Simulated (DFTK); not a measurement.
# In (I4/mmm) in DFTK: a series of runs

Runs on In. Level: PBE. Tasks: single point, equation of state.

Program: DFTK 0.8.2. These are calculated values, not measurements. Logs are shortened: lines on timing, memory, paths and dates and some standing lists are left out, and cuts for length are marked.

### 1 Starting point

Symmetry: I4/mmm, No. 139, tetragonal system. Conventional cell: a = 3.251 Å, b = 3.251 Å, c = 4.947 Å, α = 90.00°, β = 90.00°, γ = 90.00°. In (site symmetry 4/mmm) is surrounded by 12 In at 3.25 to 3.38 Å.

### 2 Single point, PBE, 24.57 Å³/atom (volume scaled by 0.94)

Input file run.jl:

```julia
using DFTK
using PseudoPotentialData
using Unitful, UnitfulAtomic
using LinearAlgebra, Printf
include("save.jl")
disable_threading()

# lattice vectors are the columns
lattice = austrip(1u"Å") * [      -1.62547        1.62547        1.62547;
                  1.62547       -1.62547        1.62547;
                   2.4737         2.4737        -2.4737]
symbols   = [:In]
positions = [[0.0, 0.0, 0.0]]
pseudopotentials = Dict(:In => "In.upf")
elements = Dict(s => ElementPsp(s, pseudopotentials; rcut=10.0) for s in unique(symbols))
atoms    = [elements[s] for s in symbols]

build_model(lattice, positions; symmetries=true) =
    model_DFT(lattice, atoms, positions;
              functionals=PBE(),
              temperature=austrip(0.05u"eV"),
              smearing=Smearing.FermiDirac(),
              symmetries)
Ecut  = 35.0  # hartree
kgrid = [6, 6, 6]
tol   = 1e-6
to_GPa = ustrip(uconvert(u"GPa", 1u"hartree/bohr^3"))

results["points"] = []
for scale in [0.94, 0.96, 0.98, 1.0, 1.02, 1.04, 1.06]
    println("\n=== scale = ", scale)
    model = build_model(cbrt(scale) * lattice, positions)
    basis = PlaneWaveBasis(model; Ecut, kgrid)
    t0 = time()
    scfres = self_consistent_field(basis;
                                   tol,
                                   nbandsalg=AdaptiveBands(model; n_bands_converge=11))
    seconds = time() - t0
    @printf "SCF: %d iterations, %.1f s\n" scfres.n_iter seconds
    forces = compute_forces_cart(scfres)
    stress = compute_stresses_cart(scfres)
    @printf "V = %.5f Å^3  F = %.8f Ha  max force = %.5f eV/Å  p = %.4f GPa\n" ustrip(auconvert(u"Å^3", model.unit_cell_volume)) scfres.energies.total ustrip(auconvert(u"eV/Å", maximum(norm, forces))) (-tr(stress) / 3 * to_GPa)
    push!(results["points"], save_scf!(scfres; forces, stress, d=Dict{String,Any}("seconds" => seconds, "n_matvec" => get(scfres, :n_matvec, 0))))
end

# third-order Birch-Murnaghan fit in x = V^(-2/3)
V = [0.94, 0.96, 0.98, 1.0, 1.02, 1.04, 1.06] * abs(det(lattice))
E = [p["total"] for p in results["points"]]
x = V .^ (-2 / 3)
c = [x .^ 0 x x .^ 2 x .^ 3] \ E
Δ = c[3]^2 - 3c[2] * c[4]
if Δ > 0
    x0 = (-c[3] + sqrt(Δ)) / 3c[4]
    B0 = 4 / 9 * x0^(7 / 2) * (2c[3] + 6c[4] * x0)
    @printf "V0 = %.4f Å^3  B0 = %.2f GPa\n" ustrip(auconvert(u"Å^3", x0^(-3 / 2))) B0 * to_GPa
end
```

Potentials or basis: in-house norm-conserving set (PBE, scalar relativistic).

Started as:

```console
$ julia --threads=1 run.jl  # one pass of the loop, scale = 0.94; save.jl only writes the numbers to a file and isn't shown; printed stress counts tension as positive; times include loading and compiling
```

Log:

```text
=== scale = 0.94
n     Energy            log10(ΔE)   log10(Δρ)   Diag   Δtime
---   ---------------   ---------   ---------   ----   ------
  1   -66.42818241280                   -1.47    7.4    5.13s
  2   -66.42965163764       -2.83       -1.88    1.0    2.11s
  3   -66.42975588692       -3.98       -2.11    3.0    3.31s
  4   -66.42975353033   +   -5.63       -2.37    1.3    1.80s
  5   -66.42975900312       -5.26       -2.67    1.2    2.35s
  6   -66.42976138561       -5.62       -3.01    2.2    3.04s
  7   -66.42976182900       -6.35       -3.62    1.3    1.57s
  8   -66.42976188419       -7.26       -4.49    2.6    3.10s
  9   -66.42976188506       -9.06       -4.83    3.9    2.67s
 10   -66.42976188516       -9.99       -4.93    2.1    3.00s
[... 64 further cycles ...]
  3   -66.43094814328       -3.98       -2.13    3.3    3.94s
  4   -66.43094215706   +   -5.22       -2.32    1.6    3.07s
  5   -66.43094962750       -5.13       -2.60    1.0    1.98s
  6   -66.43095320702       -5.45       -3.01    2.0    3.41s
  7   -66.43095367587       -6.33       -3.50    1.3    2.81s
  8   -66.43095376454       -7.05       -4.38    2.4    2.81s
  9   -66.43095376588       -8.87       -4.87    3.6    4.09s
 10   -66.43095376601       -9.90       -5.00    2.5    3.78s
 11   -66.43095376606      -10.29       -5.74    1.0    2.02s
 12   -66.43095376607      -11.39       -6.44    2.6    3.71s
SCF: 12 iterations, 40.8 s
V = 27.71219 Å^3  F = -66.43095377 Ha  max force = 0.00000 eV/Å  p = -0.7016 GPa
V0 = 27.1661 Å^3  B0 = 36.22 GPa
```

It took 33 s on 1 thread of Intel Xeon Platinum 8259CL at 2.50GHz (Skylake/Cascade Lake), shared host.

Results:

| Quantity | Value |
| --- | --- |
| Free energy | -1807.6459 eV |
| Pressure | 4.6 GPa |
| Band gap on the k mesh | none (metal or under the smearing width) |

Caveat: the k mesh is coarse (spacing up to 0.47 Å⁻¹), so the values aren't converged.

### 3 Single point, PBE, 25.10 Å³/atom (volume scaled by 0.96)

run.jl is that of step 2.

Potentials or basis: in-house norm-conserving set (PBE, scalar relativistic).

Started as:

```console
$ julia --threads=1 run.jl  # one pass of the loop, scale = 0.96; save.jl only writes the numbers to a file and isn't shown; printed stress counts tension as positive; times include loading and compiling
```

It took 32 s on 1 thread of Intel Xeon Platinum 8259CL at 2.50GHz (Skylake/Cascade Lake), shared host.

It converged, with:

* Free energy: -1807.6589 eV
* Pressure: 3.4 GPa
* Band gap on the k mesh: none (metal or under the smearing width)

Caveat: the k mesh is coarse (spacing up to 0.46 Å⁻¹), so the values aren't converged.

### 4 Single point, PBE, 25.62 Å³/atom (volume scaled by 0.98)

run.jl is that of step 3.

Started as:

```console
$ julia --threads=1 run.jl  # one pass of the loop, scale = 0.98; save.jl only writes the numbers to a file and isn't shown; printed stress counts tension as positive; times include loading and compiling
```

Wall time 33 s (1 thread of Intel Xeon Platinum 8259CL at 2.50GHz (Skylake/Cascade Lake), shared host).

Results (log left out):

```yaml
Free_energy: -1807.6685 eV
Pressure: 2.4 GPa
Band_gap_on_the_k_mesh: none (metal or under the smearing width)
```

Caveat: the k mesh is coarse (spacing up to 0.46 Å⁻¹), so the values aren't converged.

### 5 Single point, PBE, 26.14 Å³/atom

run.jl is that of step 4.

Started as:

```console
$ julia --threads=1 run.jl  # one pass of the loop, scale = 1.0; save.jl only writes the numbers to a file and isn't shown; printed stress counts tension as positive; times include loading and compiling
```

Wall time 33 s (1 thread of Intel Xeon Platinum 8259CL at 2.50GHz (Skylake/Cascade Lake), shared host).

It converged, with:

```yaml
Free_energy: -1807.6749 eV
Pressure: 1.5 GPa
Band_gap_on_the_k_mesh: none (metal or under the smearing width)
```

Caveat: the k mesh is coarse (spacing up to 0.46 Å⁻¹), so the values aren't converged.

### 6 Single point, PBE, 26.67 Å³/atom (volume scaled by 1.02)

run.jl is that of step 5.

Potentials or basis: in-house norm-conserving set (PBE, scalar relativistic).

Started as:

```console
$ julia --threads=1 run.jl  # one pass of the loop, scale = 1.02; save.jl only writes the numbers to a file and isn't shown; printed stress counts tension as positive; times include loading and compiling
```

Wall time 41 s (1 thread of Intel Xeon Platinum 8259CL at 2.50GHz (Skylake/Cascade Lake), shared host).

It converged, with:

| Quantity | Value |
| --- | --- |
| Free energy | -1807.6785 eV |
| Pressure | 0.7 GPa |
| Band gap on the k mesh | none (metal or under the smearing width) |

Caveat: the k mesh is coarse (spacing up to 0.45 Å⁻¹), so the values aren't converged.

### 7 Single point, PBE, 27.19 Å³/atom (volume scaled by 1.04)

run.jl is that of step 6.

Started as:

```console
$ julia --threads=1 run.jl  # one pass of the loop, scale = 1.04; save.jl only writes the numbers to a file and isn't shown; printed stress counts tension as positive; times include loading and compiling
```

Run time: 40 s. Hardware: 1 thread of Intel Xeon Platinum 8259CL at 2.50GHz (Skylake/Cascade Lake), shared host.

Results (log left out):

```yaml
Free_energy: -1807.6795 eV
Pressure: 0.0 GPa
Band_gap_on_the_k_mesh: none (metal or under the smearing width)
```

Caveat: the k mesh is coarse (spacing up to 0.45 Å⁻¹), so the values aren't converged.

### 8 Single point, PBE, 27.71 Å³/atom (volume scaled by 1.06)

run.jl is that of step 7.

Started as:

```console
$ julia --threads=1 run.jl  # one pass of the loop, scale = 1.06; save.jl only writes the numbers to a file and isn't shown; printed stress counts tension as positive; times include loading and compiling
```

It took 41 s on 1 thread of Intel Xeon Platinum 8259CL at 2.50GHz (Skylake/Cascade Lake), shared host.

It converged, with:

- Free energy: -1807.6783 eV
- Pressure: -0.7 GPa
- Band gap on the k mesh: none (metal or under the smearing width)

Caveat: the k mesh is coarse (spacing up to 0.45 Å⁻¹), so the values aren't converged.

### 9 Equation of state, PBE

run.jl, as its differences from that of step 8:

```diff
@@ -13,4 +13,4 @@
 positions = [[0.0, 0.0, 0.0]]
-pseudopotentials = Dict(:In => "In.upf")
-elements = Dict(s => ElementPsp(s, pseudopotentials; rcut=10.0) for s in unique(symbols))
+pseudopotentials = PseudoFamily("cp2k.nc.sr.pbe.v0_1.largecore.gth")
+elements = Dict(s => ElementPsp(s, pseudopotentials) for s in unique(symbols))
 atoms    = [elements[s] for s in symbols]
@@ -23,3 +23,3 @@
               symmetries)
-Ecut  = 35.0  # hartree
+Ecut  = 27.0  # hartree
 kgrid = [6, 6, 6]
@@ -36,3 +36,3 @@
                                    tol,
-                                   nbandsalg=AdaptiveBands(model; n_bands_converge=11))
+                                   nbandsalg=AdaptiveBands(model; n_bands_converge=6))
     seconds = time() - t0
```

Potentials or basis: cp2k.nc.sr.pbe.v0_1.largecore.gth (PBE, GTH, large core).

Started as:

```console
$ julia --threads=1 run.jl  # save.jl only writes the numbers to a file and isn't shown; printed stress counts tension as positive; times include loading and compiling
```

Run time: 1.8 min. Hardware: 1 thread of Intel Xeon Platinum 8259CL at 2.50GHz (Skylake/Cascade Lake), shared host; peak memory 1.5 GiB.

It converged, with:

* Equilibrium volume: 27.43 Å³/atom
* Bulk modulus at fixed shape and positions: 34 GPa
* Pressure derivative of the bulk modulus: 4.3

Energy against volume, from the lowest point:
```tsv
volume (Å³/atom)	energy (meV/atom)
24.575	38.57
25.098	24.71
25.621	14.26
26.144	6.85
26.666	2.18
27.189	0.00
27.712	0.08
```

Caveat: the k mesh is coarse (spacing up to 0.46 Å⁻¹), so the values aren't converged; GTH potentials come without recommended cutoffs, and this one wasn't checked for convergence; the cell was scaled at fixed shape and fractional positions, which overstates the stiffness of a crystal with free parameters, most of all of layers and chains; this set keeps more shells in the core, which shifts pressures and gaps.
